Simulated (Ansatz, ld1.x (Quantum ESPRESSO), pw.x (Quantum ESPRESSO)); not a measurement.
# indium (In): does the TM potential hold in the solid?

In, norm-conserving Troullier–Martins (Kleinman–Bylander form), made with ld1.x (Quantum ESPRESSO) 7.5 (PBE, scalar-relativistic). Core [Kr], reference 4d10 5s2 5p1. Waves: 5s (bound): rc 2.35 bohr; 5p (bound): rc 2.45 bohr; 4d (bound): rc 1.40 bohr. Local part: the d channel. Core correction: Bessel-smoothed model core, default radius (core density twice the valence density).

Atomic tests: cutoffs needed: 90 Ry and 140 Ry (the cutoffs (Ry, on a coarse ladder) from which the occupation-weighted sum of valence levels, in a spherical-Bessel basis at the reference potential, stays within 10 and 1 mRy of its value at 400 Ry); ghost test: ghost states, extra bound levels that the all-electron valence spectrum of the same l lacks: s at -160.7 eV, p at -55.3 eV; a true bound ghost makes a file unfit for plane-wave use (spherical-Bessel basis up to 400 Ry, 20 bohr box); configuration tests: 2 of 7 tests not solved or not reliable.

Crystal test: sc In in pw.x 7.5, no spin, 11³ k-points, Fermi–Dirac smearing 0.01 Ry, cutoffs 170/680 Ry. The reference is all-electron LAPW (Ansatz 0.2.0) with the same functional, mesh and smearing; V0 and B0 come from Birch–Murnaghan fits to the pressures at five volumes. Errors are pseudo minus all-electron; Δ is the rms difference of the E(V) curves that follow from these fits, minima aligned, over ±6 % about the mean V0. Mesh and smearing are coarse, so the numbers serve the comparison and aren't converged zero-temperature values; the lattice is a test structure that the element need not adopt.

```tsv
V (Å³/atom)	P all-electron (GPa)	P pseudo (GPa)
28.155	1.87	-52.65
28.896	0.91	-50.73
29.637	0.08	-48.85
30.378	-0.63	-47.03
31.119	-1.25	-45.27
```

All-electron: a0 = 3.097 Å (V0 = 29.72 Å³/atom), B0 = 30.3 GPa.

Pseudopotential: mean pressure error (GPa): -49.10. The pressure does not cross zero within the volumes sampled, so no fit is given. This is a poor potential for the solid. The pseudo pressure rises with volume over the whole range, a mechanical instability. Note: ghost states, extra bound levels that the all-electron valence spectrum of the same l lacks: s at -160.7 eV, p at -55.3 eV. A true bound ghost makes a file unfit for plane-wave use. Atomic configuration tests: 2 of 7 tests not solved or not reliable.

At the middle volume, how do free energy and pressure move when the wave cutoff is lowered (ecutrho kept at four times it)?

| cutoff (Ry) | shift of F (meV/atom) | shift of P (GPa) |
| --- | --- | --- |
| 76 | +373.4 | -2.26 |
| 102 | +174.9 | -3.35 |
| 136 | +12.9 | -0.04 |

The run at the middle volume (56 k-points, 26 iterations) took about 74 s on one core of a shared host (Intel(R) Xeon(R) 6975P-C, 192 threads, 378 GiB, load 46).
